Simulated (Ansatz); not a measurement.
**Electron scattering at the Σ3 (112) boundary in bcc Nb with Cu (substitutional)**

Aim: the relaxed structure and the specific resistance of the Σ3 (112) boundary in bcc Nb with Cu (substitutional).

Program: Ansatz 0.2.0. Level of theory: Ansatz plane-wave DFT, PBE, PAW files; relaxation of a bicrystal slab with its lowest layers held; PAW set soft_1, in the first sound run; inputs show where later runs differ. Results are calculated unless marked as measured.

**1. The starting structure**

The cell holds 15 atoms: 14 Nb and 1 Cu. Cell: a = 2.863 Å, b = 4.676 Å, c = 29.897 Å, α = 90.0°, β = 90.0°, γ = 90.0°. It derives from Nb. built on the (1 1 2) plane; 1 overlapping atoms removed and the grains opened by 0 Å. Vacuum lies along c.

**2. Relaxing the bicrystal**

The boundary is built by mirroring the lower grain in the boundary plane and removing any atoms that overlap; then the Cu is put in at the boundary. A thin bicrystal slab is relaxed first, with the lowest layers held and the upper grain free to shift and open.

input.yaml reads:

```yaml
crystal:
  lattice:
    - [2.8633397925, 0.0, 0.0]
    - [0.0, 4.6758143013, 0.0]
    - [0.0, 0.0, 29.8970785192]
  atoms:
    - { symbol: Nb, position: [0.0, 1.0e-10, 0.1672404211] }
    - { symbol: Nb, position: [0.3333333333, 0.5000000001, 0.2123883549] }
    - { symbol: Nb, position: [0.6666666667, 0.0, 0.2575362887] }
    - { symbol: Nb, position: [0.0, 0.5, 0.3026842226] }
    - { symbol: Nb, position: [0.3333333333, 0.0, 0.3478321564] }
    - { symbol: Nb, position: [0.6666666667, 0.5, 0.3929800902] }
    - { symbol: Cu, position: [0.0, 0.0, 0.4381280241] }
    - { symbol: Nb, position: [0.6666666667, 0.5, 0.4832759579] }
    - { symbol: Nb, position: [0.3333333333, 0.0, 0.5284238917] }
    - { symbol: Nb, position: [0.0, 0.5, 0.5735718256] }
    - { symbol: Nb, position: [0.6666666667, 0.0, 0.6187197594] }
    - { symbol: Nb, position: [0.3333333333, 0.5000000001, 0.6638676932] }
    - { symbol: Nb, position: [0.0, 1.0e-10, 0.7090156271] }
    - { symbol: Nb, position: [0.6666666667, 0.5000000001, 0.7541635609] }
    - { symbol: Nb, position: [0.3333333333, 1.0e-10, 0.7993114947] }
kpoints:
  mp_grid: { grid: [8, 5, 1] }
hamiltonian:
  xc: pbe
  pseudopotentials: { kind: paw, azcp: { folder: soft_1 } }
scf:
  occupations: { method: fermi_dirac, width: 0.1 }
relax:
  f_tol: 0.03
  max_steps: 80
  constraints: [{ sites: [0, 1, 2] }]
```

On the command line:

```sh
> ansatz run input.yaml --threads 4 --pin off --max-ram 15360MiB --backend cpu --events-out ev --progress --plain --runs-dir out
```

Numbers of over 12 decimals in the logs are rounded to 6 here.

Log:

```text
Engine: ansatz 0.2.0, x86_64-unknown-linux-gnu
Pseudopotentials: kind: paw
Pseudopotential: Nb, paw, valence charge 13, recommended cutoff 420 eV (normal), soft_1/Nb.paw.azcp
Pseudopotential: Cu, paw, valence charge 19, recommended cutoff 420 eV (normal), soft_1/Cu.paw.azcp
Functional definition: PBE
  parameter kappa = 0.804
  parameter beta = 0.066725
  exchange = pbe_x(kappa = kappa, mu = beta*pi^2/3)
  correlation = pbe_c(beta = beta)
Crystal: 15 atoms, lattice volume = 400.275 Å³
Basis set: ecut = 420 eV, 7837 PW (Γ), exchange–correlation on 40×64×400 points (8 copies of the dense FFT grid, shifted against one another)
Bands: 121, of which v1, the nominal top of the filled ones, is band 101 counted from 1 (100 counted from 0)
Symmetry: 2 space group operations
Space group: Pm (ITA 6), of the structure as read, at distance tolerance 7.4e-5 Å
k-points: 15 of 40 (time reversal used)
Non-local potential: Nb, projectors of the file, l = 0: 3, l = 1: 2, l = 2: 2, l = 3: 1
Non-local potential: Cu, projectors of the file, l = 0: 3, l = 1: 2, l = 2: 3, l = 3: 1
PAW form: soft (Blöchl's): semilocal exchange-correlation on the pseudo side does not see the compensation charge
PAW one-centre angular grid: Nb, 590 points (default); XC on 64 Gauss nodes
PAW one-centre angular grid: Cu, 590 points (default); XC on 64 Gauss nodes
Initial density: superposition of atomic densities (neutral atoms: chi_scale 0, normalization atom)
Initial wavefunctions: pseudopotential atomic-orbital guess
Functional: x = pbe(κ = 0.804, μ = 0.219515), c = pbe(β = 0.066725)
SCF iter   1: F=—  HF=-70369.083645 eV  |F-HF|=—  |Δ(HF+E_count)|=         —  Δρ=2.49e-1  dr2=4.11e2  ethr=3.10e-3  ⟨swp⟩=8.5  Hψ=8208  notcnv=0
preconditioner: auto → LDOS  [metal: Δε(μ)=0.004 eV  Ē_g=3.779 eV  σ=0.100 eV  W_gap=0.01  n_scr=78 (ndim 8)  ℏωp=16.7 eV  f_vac=0.267  D(μ)=14.20/eV (n_scr^D=92)  β→1.0]
SCF iter   2: F=—  HF=-70360.963935 eV  |F-HF|=—  |Δ(HF+E_count)|=    8.12e0  Δρ=7.68e-2  dr2=5.25e2  ethr=3.10e-3  ⟨swp⟩=12.8  Hψ=10061  notcnv=0  defer=15
SCF iter   3: F=—  HF=-70352.458477 eV  |F-HF|=—  |Δ(HF+E_count)|=    8.51e0  Δρ=2.50e-2  dr2=9.27e0  ethr=3.10e-3  ⟨swp⟩=10.9  Hψ=7360  notcnv=0  defer=9
SCF iter   4: F=—  HF=-70353.049658 eV  |F-HF|=—  |Δ(HF+E_count)|=   5.91e-1  Δρ=2.68e-2  dr2=1.87e0  ethr=3.10e-3  ⟨swp⟩=4.4  Hψ=4434  notcnv=0  defer=5
SCF iter   5: F=—  HF=-70352.863638 eV  |F-HF|=—  |Δ(HF+E_count)|=   1.86e-1  Δρ=9.40e-3  dr2=2.87e-1  ethr=9.29e-4  ⟨swp⟩=3.5  Hψ=3944  notcnv=0  defer=10
SCF iter   6: F=—  HF=-70352.865397 eV  |F-HF|=—  |Δ(HF+E_count)|=   1.76e-3  Δρ=2.31e-3  dr2=2.82e-2  ethr=1.43e-4  ⟨swp⟩=2.2  Hψ=3611  notcnv=0  defer=3
SCF iter   7: F=—  HF=-70352.872340 eV  |F-HF|=—  |Δ(HF+E_count)|=   6.94e-3  Δρ=8.19e-4  dr2=2.05e-3  ethr=1.41e-5  ⟨swp⟩=2.0  Hψ=2233  notcnv=0  defer=3
SCF iter   8: F=—  HF=-70352.872061 eV  |F-HF|=—  |Δ(HF+E_count)|=   2.78e-4  Δρ=1.97e-4  dr2=2.55e-4  ethr=1.02e-6  ⟨swp⟩=2.3  Hψ=3381  notcnv=0  defer=3
SCF iter   9: F=—  HF=-70352.872146 eV  |F-HF|=—  |Δ(HF+E_count)|=   8.46e-5  Δρ=1.67e-4  dr2=3.67e-4  ethr=1.27e-7  ⟨swp⟩=2.1  Hψ=2582  notcnv=0  defer=3
SCF iter  10: F=-70352.872152 eV  HF=-70352.872155 eV  |F-HF|=2.59e-6  |Δ(HF+E_count)|=   8.60e-6  Δρ=3.60e-5  dr2=1.03e-5  ethr=1.12e-8  ⟨swp⟩=3.7  Hψ=6792  notcnv=0
SCF 1 converged in 10 iterations: F = -70352.872152 eV  dr2 = 1.03e-5
  greatest PAW one-centre occupation: 0.999 electrons in one spin orbital (limit 2), on the Cu atom at site 6 (counted from 0), in its partial waves of l = 0
relax step   1: F+E_penalty+E_count = -70352.87215206 eV  Δ(F+E_penalty+E_count) = +0.000e0 eV  max|allowed force component| = 1.042e0 eV/Å  Δτ_max = 0.0000 Å  (10 SCF iters, dr2 threshold 2.25e-5 eV, accepted)
Initial density: handed on by an earlier stage of this run
Initial wavefunctions: those handed on with the density
iter 1 solved again at ethr=1.81e-3 eV; its pass at ethr=3.10e-3 eV (dr2=3.65e0 eV) is discarded
SCF iter   1: F=—  HF=-70353.172871 eV  |F-HF|=—  |Δ(HF+E_count)|=         —  Δρ=1.30e-2  dr2=4.06e0  ethr=1.81e-3  ⟨swp⟩=1.5  Hψ=6712  notcnv=0  defer=5
preconditioner: auto → LDOS  [metal: Δε(μ)=0.012 eV  Ē_g=3.455 eV  σ=0.100 eV  W_gap=0.03  n_scr=78 (ndim 8)  ℏωp=16.7 eV  f_vac=0.276  D(μ)=20.35/eV (n_scr^D=202)  β→1.0]
SCF iter   2: F=—  HF=-70353.014441 eV  |F-HF|=—  |Δ(HF+E_count)|=   1.58e-1  Δρ=3.81e-3  dr2=1.67e-1  ethr=1.81e-3  ⟨swp⟩=2.9  Hψ=2121  notcnv=0  defer=6
SCF iter   3: F=—  HF=-70353.012321 eV  |F-HF|=—  |Δ(HF+E_count)|=   2.12e-3  Δρ=2.84e-3  dr2=6.01e-2  ethr=8.33e-5  ⟨swp⟩=2.5  Hψ=3473  notcnv=0  defer=5
SCF iter   4: F=—  HF=-70353.001492 eV  |F-HF|=—  |Δ(HF+E_count)|=   1.08e-2  Δρ=1.53e-3  dr2=6.80e-3  ethr=2.99e-5  ⟨swp⟩=2.2  Hψ=3185  notcnv=0  defer=5
SCF iter   5: F=—  HF=-70353.000479 eV  |F-HF|=—  |Δ(HF+E_count)|=   1.01e-3  Δρ=4.95e-4  dr2=7.85e-4  ethr=3.38e-6  ⟨swp⟩=2.5  Hψ=3437  notcnv=0  defer=5
SCF iter   6: F=-70353.000436 eV  HF=-70353.000437 eV  |F-HF|=9.95e-7  |Δ(HF+E_count)|=   4.24e-5  Δρ=9.31e-5  dr2=5.19e-5  ethr=3.37e-8  ⟨swp⟩=3.9  Hψ=7704  notcnv=0
SCF 2 converged in 6 iterations: F = -70353.000436 eV  dr2 = 5.19e-5
relax step   2: F+E_penalty+E_count = -70353.00043576 eV  Δ(F+E_penalty+E_count) = -1.283e-1 eV  max|allowed force component| = 6.027e-1 eV/Å  Δτ_max = 0.1949 Å  (6 SCF iters, dr2 threshold 6.78e-5 eV, accepted)
SCF iter   1: F=—  HF=-70353.247285 eV  |F-HF|=—  |Δ(HF+E_count)|=         —  Δρ=1.30e-2  dr2=1.10e1  ethr=3.10e-3  ⟨swp⟩=5.8  Hψ=4313  notcnv=0  defer=2
preconditioner: auto → LDOS  [metal: Δε(μ)=0.013 eV  Ē_g=3.489 eV  σ=0.100 eV  W_gap=0.03  n_scr=78 (ndim 8)  ℏωp=16.7 eV  f_vac=0.279  D(μ)=19.65/eV (n_scr^D=202)  β→1.0]
SCF iter   2: F=—  HF=-70353.096226 eV  |F-HF|=—  |Δ(HF+E_count)|=   1.51e-1  Δρ=3.64e-3  dr2=3.79e-1  ethr=3.10e-3  ⟨swp⟩=1.3  Hψ=2126  notcnv=0  defer=2
SCF iter   3: F=—  HF=-70353.094937 eV  |F-HF|=—  |Δ(HF+E_count)|=   1.29e-3  Δρ=3.88e-3  dr2=4.99e-2  ethr=1.88e-4  ⟨swp⟩=2.3  Hψ=2885  notcnv=0  defer=3
SCF iter   4: F=—  HF=-70353.086288 eV  |F-HF|=—  |Δ(HF+E_count)|=   8.65e-3  Δρ=2.24e-3  dr2=1.30e-2  ethr=2.48e-5  ⟨swp⟩=2.0  Hψ=3340  notcnv=0  defer=3
SCF iter   5: F=—  HF=-70353.084139 eV  |F-HF|=—  |Δ(HF+E_count)|=   2.15e-3  Δρ=1.97e-4  dr2=5.37e-4  ethr=6.46e-6  ⟨swp⟩=2.0  Hψ=3432  notcnv=0  defer=3
SCF iter   6: F=—  HF=-70353.084123 eV  |F-HF|=—  |Δ(HF+E_count)|=   1.55e-5  Δρ=1.19e-4  dr2=8.63e-5  ethr=2.67e-7  ⟨swp⟩=2.0  Hψ=2539  notcnv=0  defer=3
SCF iter   7: F=-70353.084117 eV  HF=-70353.084122 eV  |F-HF|=5.14e-6  |Δ(HF+E_count)|=   8.01e-7  Δρ=2.89e-5  dr2=1.11e-5  ethr=1.13e-8  ⟨swp⟩=5.0  Hψ=5838  notcnv=0
SCF 3 converged in 7 iterations: F = -70353.084117 eV  dr2 = 1.11e-5
relax step   3: F+E_penalty+E_count = -70353.08411722 eV  Δ(F+E_penalty+E_count) = -8.368e-2 eV  max|allowed force component| = 7.330e-2 eV/Å  Δτ_max = 0.1627 Å  (7 SCF iters, dr2 threshold 2.27e-5 eV, accepted)
[...]
relax step   4: F+E_penalty+E_count = -70353.08776177 eV  Δ(F+E_penalty+E_count) = -3.645e-3 eV  max|allowed force component| = 4.974e-2 eV/Å  Δτ_max = 0.0457 Å  (9 SCF iters, accepted)
SCF iter   1: F=—  HF=-70353.090907 eV  |F-HF|=—  |Δ(HF+E_count)|=         —  Δρ=1.83e-3  dr2=1.01e-1  ethr=6.57e-4  ⟨swp⟩=3.4  Hψ=2862  notcnv=0  defer=8
preconditioner: auto → LDOS  [metal: Δε(μ)=0.011 eV  Ē_g=3.478 eV  σ=0.100 eV  W_gap=0.03  n_scr=78 (ndim 8)  ℏωp=16.7 eV  f_vac=0.280  D(μ)=19.76/eV (n_scr^D=202)  β→1.0]
SCF iter   2: F=—  HF=-70353.089254 eV  |F-HF|=—  |Δ(HF+E_count)|=   1.65e-3  Δρ=5.54e-4  dr2=3.47e-3  ethr=5.02e-5  ⟨swp⟩=1.1  Hψ=2102  notcnv=0  defer=8
SCF iter   3: F=—  HF=-70353.089130 eV  |F-HF|=—  |Δ(HF+E_count)|=   1.23e-4  Δρ=3.67e-4  dr2=5.17e-4  ethr=1.72e-6  ⟨swp⟩=2.0  Hψ=3236  notcnv=0  defer=8
SCF iter   4: F=—  HF=-70353.088973 eV  |F-HF|=—  |Δ(HF+E_count)|=   1.57e-4  Δρ=1.50e-4  dr2=8.05e-5  ethr=2.57e-7  ⟨swp⟩=2.4  Hψ=3277  notcnv=0  defer=8
SCF iter   5: F=—  HF=-70353.088755 eV  |F-HF|=—  |Δ(HF+E_count)|=   2.19e-4  Δρ=6.29e-5  dr2=1.24e-5  ethr=4.01e-8  ⟨swp⟩=2.1  Hψ=3389  notcnv=0  defer=8
SCF iter   6: F=—  HF=-70353.088753 eV  |F-HF|=—  |Δ(HF+E_count)|=   1.24e-6  Δρ=9.96e-6  dr2=7.97e-7  ethr=6.18e-9  ⟨swp⟩=2.3  Hψ=3048  notcnv=0  defer=8
SCF iter   7: F=—  HF=-70353.088754 eV  |F-HF|=—  |Δ(HF+E_count)|=   3.34e-7  Δρ=6.90e-6  dr2=2.55e-7  ethr=4.98e-11  ⟨swp⟩=5.5  Hψ=6916  notcnv=0
SCF iter   8: F=-70353.088754 eV  HF=-70353.088754 eV  |F-HF|=1.37e-9  |Δ(HF+E_count)|=   4.28e-9  Δρ=1.63e-6  dr2=1.32e-8  ethr=4.98e-11  ⟨swp⟩=5.1  Hψ=5943  notcnv=0
SCF 5 converged in 8 iterations: F = -70353.088754 eV  dr2 = 1.32e-8
relax step   5: F+E_penalty+E_count = -70353.08875374 eV  Δ(F+E_penalty+E_count) = -9.920e-4 eV  max|allowed force component| = 1.899e-2 eV/Å  Δτ_max = 0.0367 Å  (8 SCF iters, accepted)
SCF converged after 8 iterations
Free energy (F): -70353.088754 eV
Harris-Foulkes:  -70353.088754 eV  (|F-HF|=1.37e-9)
Internal energy: -70352.444378 eV  (E = F + TS)
E sigma→0 (E₀):  -70352.766566 eV
Entropy (-TS):   -0.644376 eV (-42.958 meV/atom)
Fermi energy:    10.580826 eV
--- Per-component energies (eV) ---
  E_band       = -2753.232777
  E_kinetic    = 5473.641560
  E_local      = -173508.924837  (includes V_loc(G=0)·N_el)
  E_nonlocal   = 2220.375199
  E_hartree    = 84167.995732
  E_xc         = -2381.890263
  E_vxc        = -2888.341190  (∫ρ·V_xc dr)
  E_paw        = -44963.747598  (= ΣΔE_a)
  E_vpaw       = -2385.986124  (= ΣTr[D̂ρ^β])
  E_aug_tail   = 0.001534  (compensation charges beyond the density's cutoff)
  E_ewald      = 58640.104295
  E_smearing   = -0.644376  (= −TS)
  E_closure    = 0.000000  (closes the sum)
  Σ components = -70353.088754   (vs F -70353.088754, Δ=0.00e0)
--- Forces (eV/Å), atoms counted from 1 ---
  atom   1  Nb    -0.17706780     0.00000000     1.13743109
  atom   2  Nb     0.31746146     0.00000000    -0.42509111
  atom   3  Nb    -0.13109569     0.00000000    -0.72316735
  atom   4  Nb    -0.00369800     0.00000000     0.00673823
  atom   5  Nb    -0.00223010     0.00000000     0.00314677
  atom   6  Nb    -0.00144080     0.00000000    -0.00931115
  atom   7  Cu     0.00487299     0.00000000     0.00066692
  atom   8  Nb     0.00592272     0.00000000     0.00691219
  atom   9  Nb    -0.00450728     0.00000000     0.00122583
  atom  10  Nb    -0.00332303     0.00000000     0.00025477
  atom  11  Nb     0.00508972     0.00000000     0.00230409
  atom  12  Nb    -0.00656603     0.00000000     0.00423492
  atom  13  Nb     0.01104608     0.00000000     0.00420156
  atom  14  Nb     0.00457529     0.00000000    -0.00507222
  atom  15  Nb    -0.01898693     0.00000000    -0.00443848
  max |Σ_I F_I| component: 5.26e-5 eV/Å
--- Relaxed structure (5 steps of the walk, 5 accepted, 0 SCFs on fresh bases) ---
  F+E_penalty+E_count = -70353.08875374 eV   max|allowed force component| = 1.899e-2 eV/Å
  atoms:
    - { symbol: Nb, position: [0.0, -8.274037096265818e-18, 0.1672404211] }
    - { symbol: Nb, position: [0.3333333333, 0.5, 0.2123883549] }
    - { symbol: Nb, position: [0.6666666667, 0.0, 0.2575362887] }
    - { symbol: Nb, position: [0.00678938, 0.5, 0.304998] }
    - { symbol: Nb, position: [0.331125, 0.0, 0.347952] }
    - { symbol: Nb, position: [0.652815, 0.5, 0.391251] }
    - { symbol: Cu, position: [0.012649, 0.0, 0.436135] }
    - { symbol: Nb, position: [0.652259, 0.5, 0.481529] }
    - { symbol: Nb, position: [0.333882, 0.0, 0.524065] }
    - { symbol: Nb, position: [0.015534, 0.5, 0.568084] }
    - { symbol: Nb, position: [0.671439, 0.0, 0.615187] }
    - { symbol: Nb, position: [0.331090, 0.5, 0.659015] }
    - { symbol: Nb, position: [-0.010670, -8.274037096265818e-18, 0.705072] }
    - { symbol: Nb, position: [0.666168, 0.5, 0.750386] }
    - { symbol: Nb, position: [0.288701, -8.274037096265818e-18, 0.788966] }
```

Elapsed: 76 s, on 4 threads of Intel Xeon Platinum 8488C (Sapphire Rapids), shared host; peak memory 1.5 GiB; 4.9 min of CPU time.

The steps of the relaxation:

| step | energy less that of the first step (eV) | largest force component (eV/Å) |
| --- | --- | --- |
| 1 | 0.0000 | 1.0416 |
| 2 | -0.1283 | 0.6027 |
| 3 | -0.2120 | 0.0733 |
| 4 | -0.2156 | 0.0497 |
| 5 | -0.2166 | 0.0190 |

The run keeps the 2 symmetry operations that it works with, so distortions that break them were not tested.

The atoms that moved most (Å):

| atom | dx | dy | dz | length |
| --- | --- | --- | --- | --- |
| Nb15 | -0.128 | 0.000 | -0.309 | 0.335 |
| Nb10 | 0.044 | 0.000 | -0.164 | 0.170 |
| Nb12 | -0.006 | 0.000 | -0.145 | 0.145 |
| Nb9 | 0.002 | 0.000 | -0.130 | 0.130 |
| Nb13 | -0.031 | 0.000 | -0.118 | 0.122 |
| Nb14 | -0.001 | 0.000 | -0.113 | 0.113 |
| Nb11 | 0.014 | 0.000 | -0.106 | 0.107 |
| Nb4 | 0.019 | 0.000 | 0.069 | 0.072 |

This step gave:

* free energy: -70353.0888 eV
* energy at zero smearing: -70352.7666 eV
* Fermi energy: 10.58 eV

The largest force component on a free atom ends at 0.019 eV/Å, under the tolerance of 0.03, after 5 steps.

[end of part 1 of 2]

[Logs are printed without paths, hosts, clocks, repeated set-up lines and the standing remarks that a program may print on its own settings, such as how far it seeks lower states.]

[Hosts, paths, dates, database ids (printed as entryN), source tags and the programs' standing remarks are cut or masked in the printed files.]
